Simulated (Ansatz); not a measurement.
Cu: computed DOS

Space group Im-3m (No. 229). a = 2.885 Å, b = 2.885 Å, c = 2.885 Å, α = 90.00°, β = 90.00°, γ = 90.00°
```
atom  site  symmetry       x       y       z
  Cu    2a      m-3m  0.0000  0.0000  0.0000
```

The runs use the primitive cell with vectors (-1.443, 1.443, 1.443), (1.443, -1.443, 1.443), (1.443, 1.443, -1.443) Å, to which the k mesh refers.

The structure comes from a relaxation in the same program, started in the bcc type, and has space group Im-3m. Whether it is a known phase or the ground state wasn't checked.

All numbers below come from DFT, PBE, all-electron LAPW, scalar-relativistic (Ansatz 0.2.0).

Numerical set-up: a Γ-centred 16×16×16 k mesh, Fermi–Dirac smearing of 0.08 eV, basis error target 0.25 meV/atom, no spin polarisation.

States per eV and cell, averaged over 0.4 eV, from -5.8 to 3.6 eV, with energies (bin centres) from the Fermi level; empty bins are left out. The partial columns, the largest 2 alone, are projections on Löwdin-orthogonalised atomic shells (those that the program's projection atoms carry: the occupied ones and, for some elements, an empty d or f shell; other empty shells have no column), summed over atoms of an element. Weights on diffuse s and p shells depend on that basis and aren't pure angular character.

```tsv
E (eV)	total	Cu 3d	Cu 4s
-5.7	0.27	0.08	0.19
-5.3	0.38	0.17	0.21
-4.9	0.83	0.57	0.26
-4.5	1.33	1.11	0.21
-4.1	1.61	1.51	0.08
-3.7	3.25	3.21	0.01
-3.3	3.94	3.77	0.11
-2.9	1.78	1.65	0.08
-2.5	2.08	2.02	0.04
-2.1	6.16	6.12	0.02
-1.7	3.21	3.11	0.08
-1.3	0.72	0.61	0.10
-0.9	0.36	0.21	0.12
-0.5	0.34	0.16	0.13
-0.1	0.34	0.12	0.13
0.3	0.31	0.09	0.13
0.7	0.29	0.07	0.12
1.1	0.28	0.05	0.11
1.5	0.25	0.04	0.09
1.9	0.23	0.03	0.08
2.3	0.21	0.02	0.07
2.7	0.19	0.02	0.06
3.1	0.16	0.01	0.05
3.5	0.14	0.01	0.03
```

Q: Where is the centre of the filled Cu 3d states between -14 eV and the top of the filled states?

A: -2.82 eV from the Fermi level.
